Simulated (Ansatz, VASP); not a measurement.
Ti: VASP beside Ansatz

The input INCAR:

```
SYSTEM = Ti
PREC = Accurate ; ENCUT = 520
EDIFF = 1E-7 ; ISMEAR = 0
SIGMA = 0.1 ; LREAL = .False.
LASPH = .True. ; NELM = 60
ALGO = Normal ; ISIF = 2
LWAVE = .False. ; LCHARG = .True.
GGA = PE ; LELF = .True.
LVHAR = .True. ; NBANDS = 12
```

File KPOINTS:

```
Automatic mesh
0
Gamma
  18 18 18
  0 0 0
```

File POSCAR:

```
Ti
1.0
   -1.7078543400      1.7078543400      1.7078543400
    1.7078543400     -1.7078543400      1.7078543400
    1.7078543400      1.7078543400     -1.7078543400
Ti
1
Direct
    0.0000000000      0.0000000000      0.0000000000
```

Input for Ansatz:

```yaml
crystal:
  lattice:
    - [-1.70785434, 1.70785434, 1.70785434]
    - [1.70785434, -1.70785434, 1.70785434]
    - [1.70785434, 1.70785434, -1.70785434]
  atoms:
    - { symbol: Ti, position: [0.0, 0.0, 0.0] }
basis:
  ecutwfc: 420
kpoints:
  mp_grid: { grid: [18, 18, 18] }
hamiltonian:
  xc: pbe
scf:
  occupations: { method: gaussian, width: 0.1 }
output:
  forces: true
  stress: true
  eigenvalues: true
```

Alike in both runs: task single point; functional PBE; k mesh 18 × 18 × 18; occupations gaussian, width 0.1 eV; no spin polarisation.

|  | VASP | Ansatz |
| --- | --- | --- |
| version | VASP 6.6.1 | Ansatz 0.2.0 |
| potentials or method | VASP PAW PBE potentials, release 64 (Ti_sv) | scalar-relativistic, plane waves, PAW |
| plane-wave cutoff (eV) | 520 | 420 |
| valence electrons in the cell | 12 | 12 |

Ansatz gave:

| Property | Result |
| --- | --- |
| gap on the k mesh at the Fermi level (eV) | none |
| pressure (GPa) | -11.9 |

What did VASP give for the same quantities?

gap on the k mesh at the Fermi level (eV): none; pressure (GPa): -12.0.

A gap of «none» marks a metal or a gap that the smearing closes.
